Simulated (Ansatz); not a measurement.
Below is a relaxed structure of HfSi3O8. The cell was found from a structure generator's guess, not taken from experiment.

Theory: DFT PBE, scalar-relativistic, plane waves, PAW in Ansatz 0.2.0. Cutoff 420 eV, Γ-centred mesh, Gaussian smearing, no spin polarisation.

```yaml
crystal:
  lattice:
    - [3.76530, -3.83435, 0.00000]
    - [3.76530, 3.83435, 0.00000]
    - [-0.00611, 0.00000, 7.59224]
  atoms:
    - { symbol: Hf, position: [0.98009, 0.01991, 0.00000] }
    - { symbol: Si, position: [0.02348, 0.52403, 0.26873] }
    - { symbol: Si, position: [0.47597, 0.97652, 0.73127] }
    - { symbol: Si, position: [0.52262, 0.47738, 0.50000] }
    - { symbol: O, position: [0.03767, 0.81303, 0.20631] }
    - { symbol: O, position: [0.53688, 0.23941, 0.63157] }
    - { symbol: O, position: [0.03087, 0.35537, 0.08984] }
    - { symbol: O, position: [0.54122, 0.74003, 0.60632] }
    - { symbol: O, position: [0.64463, 0.96913, 0.91016] }
    - { symbol: O, position: [0.25997, 0.45878, 0.39368] }
    - { symbol: O, position: [0.18697, 0.96233, 0.79369] }
    - { symbol: O, position: [0.76059, 0.46312, 0.36843] }
```

Formation energies are uncorrected and refer to the elements' standard structures at the same level (O₂ as a molecule).

Question: Find its symmetry and describe it.

Answer: C2 (No. 5). Conventional cell: a = 7.531 Å, b = 7.669 Å, c = 7.592 Å, β = 90.0°. Hf has 4 O at 1.94–1.95 Å; Si on a site of symmetry 1 is surrounded by 4 O at 1.62–1.63 Å; Si on a site of symmetry 2 has 4 O at 1.63 Å; O on its first site is surrounded by 1 Si at 1.62 Å and 1 Hf at 1.95 Å; 3 more sites not described.

Question: How far does it lie from the elements in energy?

Answer: −2.880 eV/atom. A negative formation energy is needed for stability but isn't enough: competing phases decide.

Question: Is it a metal?

Answer: No, the gap on the 4×4×4 mesh is 5.11 eV.

The last run used a 4×4×4 mesh for its 12-atom cell and Gaussian smearing of 0.02 eV. These runs have no spin–orbit coupling, which can matter for Hf. Kohn–Sham gaps at this level usually fall short of measured ones. This cell was reached by moving the atoms of another relaxed cell at random and relaxing again, last within the group found; it had no such test of its own.
